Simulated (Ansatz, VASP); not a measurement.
## Ge3H4 (Ge wire along [100], 9 atoms a period, H-terminated) in two plane-wave programs

One calculation is typed for both programs; each brings its own data sets. How far apart do they land? The structure shown is the start of the Ansatz relaxation below; VASP solves that cell, so the two are compared at the walk's first step.

Main program and level: Ansatz 0.2.0; plane waves, with VASP 6.6.1 beside it; single point at PBE.

**1. The starting structure**

The cell holds 21 atoms: 9 Ge and 12 H. Cell: a = 14.361 Å, b = 14.361 Å, c = 5.760 Å, α = 90.0°, β = 90.0°, γ = 90.0°. Vacuum lies along a and b. The structure's axis is c.

**2. Ansatz: relaxation, PBE**

Ansatz runs on its PAW soft_1 files.

The two programs are compared at the cell with which this relaxation starts, whose forces are those of its first step.

Contents of input.yaml:

```yaml
crystal:
  lattice:
    - [14.361, 0.0, 0.0]
    - [0.0, 14.361, 0.0]
    - [0.0, 0.0, 5.76]
  atoms:
    - { symbol: Ge, position: [0.500011588, 0.500011588, 0.0] }
    - { symbol: H, position: [0.337023884, 0.337023884, 0.093634302] }
    - { symbol: H, position: [0.662999293, 0.662999293, 0.093634302] }
    - { symbol: Ge, position: [0.399740019, 0.399740019, 0.25] }
    - { symbol: Ge, position: [0.600283157, 0.600283157, 0.25] }
    - { symbol: H, position: [0.236752315, 0.562727724, 0.343634302] }
    - { symbol: H, position: [0.437295453, 0.763270861, 0.343634302] }
    - { symbol: H, position: [0.562727724, 0.236752315, 0.343634302] }
    - { symbol: H, position: [0.763270861, 0.437295453, 0.343634302] }
    - { symbol: Ge, position: [0.299468451, 0.500011588, 0.5] }
    - { symbol: Ge, position: [0.500011588, 0.299468451, 0.5] }
    - { symbol: Ge, position: [0.500011588, 0.700554726, 0.5] }
    - { symbol: Ge, position: [0.700554726, 0.500011588, 0.5] }
    - { symbol: H, position: [0.236752315, 0.437295453, 0.656365698] }
    - { symbol: H, position: [0.437295453, 0.236752315, 0.656365698] }
    - { symbol: H, position: [0.562727724, 0.763270861, 0.656365698] }
    - { symbol: H, position: [0.763270861, 0.562727724, 0.656365698] }
    - { symbol: Ge, position: [0.399740019, 0.600283157, 0.75] }
    - { symbol: Ge, position: [0.600283157, 0.399740019, 0.75] }
    - { symbol: H, position: [0.337023884, 0.662999293, 0.906365698] }
    - { symbol: H, position: [0.662999293, 0.337023884, 0.906365698] }
kpoints:
  mp_grid: { grid: [1, 1, 14] }
scf:
  occupations: { method: fermi_dirac, width: 0.05 }
hamiltonian:
  xc: pbe
  pseudopotentials: { kind: paw, azcp: { folder: soft_1 } }
relax:
  cell: { fix: [a, b, alpha, beta, gamma] }
  max_steps: 45
  f_tol: 0.03
```

Run with:

```bash
$ ansatz run input.yaml --threads 4 --pin off --max-ram 16384MiB --backend cpu --events-out ev --progress --plain --runs-dir out
```

Numbers of over 12 decimals in the logs are rounded to 6 here.

The log of the run:

```text
Engine: ansatz 0.2.0, aarch64-unknown-linux-gnu
Pseudopotentials: kind: paw
Pseudopotential: Ge, paw, valence charge 14, recommended cutoff 420 eV (normal), soft_1/Ge.paw.azcp
Pseudopotential: H, paw, valence charge 1, recommended cutoff 420 eV (normal), soft_1/H.paw.azcp
Functional definition: PBE
  parameter kappa = 0.804
  parameter beta = 0.066725
  exchange = pbe_x(kappa = kappa, mu = beta*pi^2/3)
  correlation = pbe_c(beta = beta)
Crystal: 21 atoms, lattice volume = 1187.933 Å³
Basis set: ecut = 420 eV, 23151 PW (Γ), exchange–correlation on 192×192×80 points (8 copies of the dense FFT grid, shifted against one another)
Bands: 90, of which v1, the nominal top of the filled ones, is band 69 counted from 1 (68 counted from 0)
Symmetry: 8 space group operations
Space group: P-42m (ITA 111), of the structure as read, at distance tolerance 1.1e-4 Å
k-points: 8 of 14
Non-local potential: Ge, projectors of the file, l = 0: 2, l = 1: 2, l = 2: 3, l = 3: 1
Non-local potential: H, projectors of the file, l = 0: 2, l = 1: 1
PAW form: soft (Blöchl's): semilocal exchange-correlation on the pseudo side does not see the compensation charge
PAW one-centre angular grid: Ge, 590 points (default); XC on 64 Gauss nodes
PAW one-centre angular grid: H, 110 points (default); XC on 64 Gauss nodes
Initial density: superposition of atomic densities (neutral atoms: chi_scale 0, normalization atom)
Initial wavefunctions: pseudopotential atomic-orbital guess
Functional: x = pbe(κ = 0.804, μ = 0.219515), c = pbe(β = 0.066725)
SCF iter   1: F=—  HF=-38845.674253 eV  |F-HF|=—  |Δ(HF+E_count)|=         —  Δρ=3.14e-2  dr2=9.81e0  ethr=3.10e-3  ⟨swp⟩=7.1  Hψ=3098  notcnv=0  defer=12
preconditioner: auto → Resta (q_TF=auto, 1.906 Å⁻¹)  ε∞=1.6  [insulator: Δε(μ)=3.711 eV  Ē_g=9.626 eV  σ=0.050 eV  W_gap=1.00  n_scr=134 (ndim 8)  ℏωp=7.5 eV  f_vac=0.640  D(μ)=0.00/eV (n_scr^D=0)  ε∞_Penn≈1.6  vacuum switching on, ρ_ref=6.7e-3 e/Å³]
SCF iter   2: F=—  HF=-38843.317909 eV  |F-HF|=—  |Δ(HF+E_count)|=    2.36e0  Δρ=1.35e-2  dr2=2.08e0  ethr=3.10e-3  ⟨swp⟩=3.0  Hψ=1084  notcnv=0  defer=108
SCF iter   3: F=—  HF=-38842.815783 eV  |F-HF|=—  |Δ(HF+E_count)|=   5.02e-1  Δρ=2.66e-3  dr2=3.06e-1  ethr=1.51e-3  ⟨swp⟩=4.0  Hψ=969  notcnv=0  defer=108
SCF iter   4: F=—  HF=-38842.746446 eV  |F-HF|=—  |Δ(HF+E_count)|=   6.93e-2  Δρ=1.04e-3  dr2=8.16e-3  ethr=2.22e-4  ⟨swp⟩=3.1  Hψ=971  notcnv=0  defer=110
SCF iter   5: F=—  HF=-38842.749800 eV  |F-HF|=—  |Δ(HF+E_count)|=   3.35e-3  Δρ=2.82e-4  dr2=1.37e-3  ethr=5.91e-6  ⟨swp⟩=2.0  Hψ=960  notcnv=0  defer=110
SCF iter   6: F=—  HF=-38842.749899 eV  |F-HF|=—  |Δ(HF+E_count)|=   9.92e-5  Δρ=5.81e-5  dr2=5.54e-5  ethr=9.90e-7  ⟨swp⟩=2.0  Hψ=1162  notcnv=0  defer=110
SCF iter   7: F=—  HF=-38842.750088 eV  |F-HF|=—  |Δ(HF+E_count)|=   1.88e-4  Δρ=1.82e-5  dr2=3.46e-6  ethr=4.02e-8  ⟨swp⟩=2.0  Hψ=1230  notcnv=0  defer=110
SCF iter   8: F=—  HF=-38842.750093 eV  |F-HF|=—  |Δ(HF+E_count)|=   5.69e-6  Δρ=6.70e-6  dr2=3.97e-7  ethr=2.51e-9  ⟨swp⟩=2.0  Hψ=1162  notcnv=0  defer=110
SCF iter   9: F=-38842.750094 eV  HF=-38842.750094 eV  |F-HF|=5.75e-10  |Δ(HF+E_count)|=   7.64e-7  Δρ=1.42e-6  dr2=2.42e-8  ethr=7.25e-11  ⟨swp⟩=5.0  Hψ=2196  notcnv=0
SCF 1 converged in 9 iterations: F = -38842.750094 eV  dr2 = 2.42e-8
  greatest PAW one-centre occupation: 0.998 electrons in one spin orbital (limit 2), on the Ge atom at site 9 (counted from 0), in its partial waves of l = 2
relax step   1: F+E_penalty+E_count = -38842.75009410 eV  Δ(F+E_penalty+E_count) = +0.000e0 eV  max|allowed force component| = 2.655e-1 eV/Å  Δτ_max = 0.0000 Å  P = -0.533 GPa  Ω = 1187.933 Å³  fix = [a, b, alpha, beta, gamma]  reactions: a -0.545, b -0.545 GPa  (9 SCF iters, dr2 threshold 1.00e-7 eV, accepted)
[...]
relax step   2: F+E_penalty+E_count = -38842.82053394 eV  Δ(F+E_penalty+E_count) = -7.044e-2 eV  max|allowed force component| = 2.204e-1 eV/Å  Δτ_max = 0.0916 Å  P = +0.041 GPa  Ω = 1188.705 Å³  energy of the carried Pulay correction = -1.033e-4 eV  fix = [a, b, alpha, beta, gamma]  reactions: a +0.064, b +0.064 GPa  (6 SCF iters, dr2 threshold 2.10e-6 eV, accepted)
[...]
relax step   3: F+E_penalty+E_count = -38842.84893686 eV  Δ(F+E_penalty+E_count) = -2.840e-2 eV  max|allowed force component| = 2.145e-2 eV/Å  Δτ_max = 0.0392 Å  P = -0.028 GPa  Ω = 1184.745 Å³  energy of the carried Pulay correction = +4.272e-4 eV  fix = [a, b, alpha, beta, gamma]  reactions: a -0.017, b -0.017 GPa  (5 SCF iters, dr2 threshold 2.10e-6 eV, accepted)
[...]
relax step   4: F+E_penalty+E_count = -38842.84858154 eV  Δ(F+E_penalty+E_count) = +3.553e-4 eV  max|allowed force component| = 2.119e-2 eV/Å  Δτ_max = 0.0000 Å  P = -0.027 GPa  Ω = 1184.745 Å³  fix = [a, b, alpha, beta, gamma]  reactions: a -0.016, b -0.016 GPa  stress off target by 4.98e-2 GPa on what of the cell is left free  SCF on the basis re-selected at this cell (its energy is not comparable with the rows above)  (6 SCF iters)
basis re-selected at this cell: Δ(F+E_penalty+E_count) = +3.553e-4 eV, ΔP = +0.000 GPa vs the last step (what re-selecting the basis moved, of the pressure what is left beyond the Pulay correction that the steps carried, after the strain that the cell walked since its last selection, with what the two solves' SCF thresholds leave and, on support functions, any second-order correction that the steps lacked; it is no m [...]
SCF converged after 6 iterations
Free energy (F): -38842.848582 eV
Harris-Foulkes:  -38842.848582 eV  (|F-HF|=2.91e-11)
Internal energy: -38842.848582 eV  (E = F + TS)
E sigma→0 (E₀):  -38842.848582 eV
Fermi energy:    -1.813851 eV
--- Per-component energies (eV) ---
  E_band       = -2729.105073
  E_kinetic    = 985.449557
  E_local      = -64273.106213  (includes V_loc(G=0)·N_el)
  E_nonlocal   = 1976.660914
  E_hartree    = 30974.140960
  E_xc         = -742.971867
  E_vxc        = -712.330486  (∫ρ·V_xc dr)
  E_paw        = -18139.264371  (= ΣΔE_a)
  E_vpaw       = -2654.049541  (= ΣTr[D̂ρ^β])
  E_aug_tail   = -0.011059  (compensation charges beyond the density's cutoff)
  E_ewald      = 10376.253498
  E_smearing   = -0.000000  (= −TS)
  E_closure    = -0.000000  (closes the sum)
  Σ components = -38842.848582   (vs F -38842.848582, Δ=0.00e0)
--- Forces (eV/Å), atoms counted from 1 ---
  atom   1  Ge     0.00000000     0.00000000     0.00000000
  atom   2  H      0.01004871     0.01004871     0.02119157
  atom   3  H     -0.01004871    -0.01004871     0.02119157
  atom   4  Ge    -0.00743202    -0.00743202    -0.01869557
  atom   5  Ge     0.00743202     0.00743202    -0.01869557
  atom   6  H      0.00335366    -0.00179239     0.00983011
  atom   7  H      0.00179239    -0.00335366     0.00983011
  atom   8  H     -0.00179239     0.00335366     0.00983011
  atom   9  H     -0.00335366     0.00179239     0.00983011
  atom  10  Ge     0.00174477    -0.00000000     0.00000000
  atom  11  Ge     0.00000000     0.00174477    -0.00000000
  atom  12  Ge     0.00000000    -0.00174477     0.00000000
  atom  13  Ge    -0.00174477    -0.00000000    -0.00000000
  atom  14  H      0.00335366     0.00179239    -0.00983011
  atom  15  H      0.00179239     0.00335366    -0.00983011
  atom  16  H     -0.00179239    -0.00335366    -0.00983011
  atom  17  H     -0.00335366    -0.00179239    -0.00983011
  atom  18  Ge    -0.00743202     0.00743202     0.01869557
  atom  19  Ge     0.00743202    -0.00743202     0.01869557
  atom  20  H      0.01004871    -0.01004871    -0.02119157
  atom  21  H     -0.01004871     0.01004871    -0.02119157
  max |Σ_I F_I| component: 5.20e-18 eV/Å
--- Stress (GPa, compression-positive) ---
       -0.016188       0.000000       0.000000
        0.000000      -0.016188      -0.000000
        0.000000      -0.000000      -0.049836
  P = ⅓ Tr σ = -0.0274 GPa (-0.274 kbar)
--- Relaxed structure (3 steps of the walk, 3 accepted, 1 SCFs on fresh bases) ---
  F+E_penalty+E_count = -38842.84858154 eV   max|allowed force component| = 2.119e-2 eV/Å   (the final SCF, on the basis selected at the relaxed cell)
  cell:  # Å, volume = 1184.7455 Å³
    - [14.361, 0.0, 0.0]
    - [0.0, 14.361, 0]
    - [0.0, 0, 5.744546]
  atoms:
    - { symbol: Ge, position: [0.500012, 0.500012, -1.4341298577850588e-19] }
    - { symbol: H, position: [0.339484, 0.339484, 0.096534] }
    - { symbol: H, position: [0.660540, 0.660540, 0.096534] }
    - { symbol: Ge, position: [0.401935, 0.401935, 0.253003] }
    - { symbol: Ge, position: [0.598088, 0.598088, 0.253003] }
    - { symbol: H, position: [0.239737, 0.561705, 0.346747] }
    - { symbol: H, position: [0.438319, 0.760286, 0.346747] }
    - { symbol: H, position: [0.561705, 0.239737, 0.346747] }
    - { symbol: H, position: [0.760286, 0.438319, 0.346747] }
    - { symbol: Ge, position: [0.303335, 0.500012, 0.5] }
    - { symbol: Ge, position: [0.500012, 0.303335, 0.5] }
    - { symbol: Ge, position: [0.500012, 0.696688, 0.5] }
    - { symbol: Ge, position: [0.696688, 0.500012, 0.5] }
    - { symbol: H, position: [0.239737, 0.438319, 0.653253] }
    - { symbol: H, position: [0.438319, 0.239737, 0.653253] }
    - { symbol: H, position: [0.561705, 0.760286, 0.653253] }
    - { symbol: H, position: [0.760286, 0.561705, 0.653253] }
    - { symbol: Ge, position: [0.401935, 0.598088, 0.746997] }
    - { symbol: Ge, position: [0.598088, 0.401935, 0.746997] }
    - { symbol: H, position: [0.339484, 0.660540, 0.903466] }
    - { symbol: H, position: [0.660540, 0.339484, 0.903466] }
```

[end of part 1 of 2]

[Lines on the potential files, build, host, timing and source positions are cut from VASP's logs without a mark.]

[Logs are printed without paths, hosts, clocks, repeated set-up lines and the standing remarks that a program may print on its own settings, such as how far it seeks lower states.]

[Hosts, paths, dates, database ids (printed as entryN), source tags and the programs' standing remarks are cut or masked in the printed files.]
